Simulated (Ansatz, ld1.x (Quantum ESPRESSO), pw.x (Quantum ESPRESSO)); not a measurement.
**Ir (Z = 77) (bcc): variants of one TM potential in the solid**

ld1.x (Quantum ESPRESSO) 7.5 input, shortened:

```
&input
   title='Ir', zed=77., rel=1, dft='PBE', iswitch=3,
   config='[Xe] 4f14 5d7 6s2 6p0'
 /
 &inputp
   pseudotype=2, tm=.true., lloc=0,
   nlcc=.true., new_core_ps=.true., rcore=1.55
 /
3
6P  2  1   0.00   0.00  3.70  3.70  0.0
5D  3  2   7.00   0.00  2.30  2.30  0.0
6S  1  0   2.00   0.00  2.50  2.50  0.0
 &test
   configts(1)='5d7 6s2 6p0'
 /
```

Crystal test: bcc Ir in pw.x 7.5, no spin, 15³ k-points, Fermi–Dirac smearing 0.01 Ry, cutoffs set for each file from its atomic test. The reference is all-electron LAPW (Ansatz 0.2.0) with the same functional, mesh and smearing; V0 and B0 come from Birch–Murnaghan fits to the pressures at five volumes. Errors are pseudo minus all-electron; Δ is the rms difference of the E(V) curves that follow from these fits, minima aligned, over ±6 % about the mean V0. Mesh and smearing are coarse, so the numbers serve the comparison and aren't converged zero-temperature values; the lattice is a test structure that the element need not adopt.

All-electron: a0 = 3.113 Å (V0 = 15.09 Å³/atom), B0 = 303.1 GPa.

Base: The largest radius (3.70 bohr) exceeds half the bond length (2.55 bohr), so the spheres overlap, which is one possible source of error among others. This is a poor potential for the solid.

1 further variants are left out: they gave no file fit for a test, a broken result, the same result as the base, or pressures whose basis-set error rivals the error shown.

```tsv
change	cutoffs (Ry)	pw.x	a0 (Å)	a0 error (%)	B0 error (%)	Δ (meV/atom)	mean pressure error (GPa)
base	50/200	converged	3.153	+1.29	-1.7	39.2	+12.55
core correction none	50/200	converged	3.156	+1.37	-1.7	41.6	+13.38
reference 5d7 6s1.75 6p0	50/200	converged	3.153	+1.27	-1.7	38.7	+12.40
all radii but the core radius scaled by about 0.82 (s 2.04, p 3.02, d 1.88 bohr)	60/240	converged	3.143	+0.97	-1.6	29.3	+9.20
```

(1) Give the row for: wave 6s (bound): rc 2.50 bohr becomes 6s (bound): rc 3.10 bohr.

Results:

(1) pw.x: converged; mean pressure error (GPa): -3.72; a0 (Å): 3.100; a0 error (%): -0.41; B0 error (%): +4.0; Δ (meV/atom): 12.4.
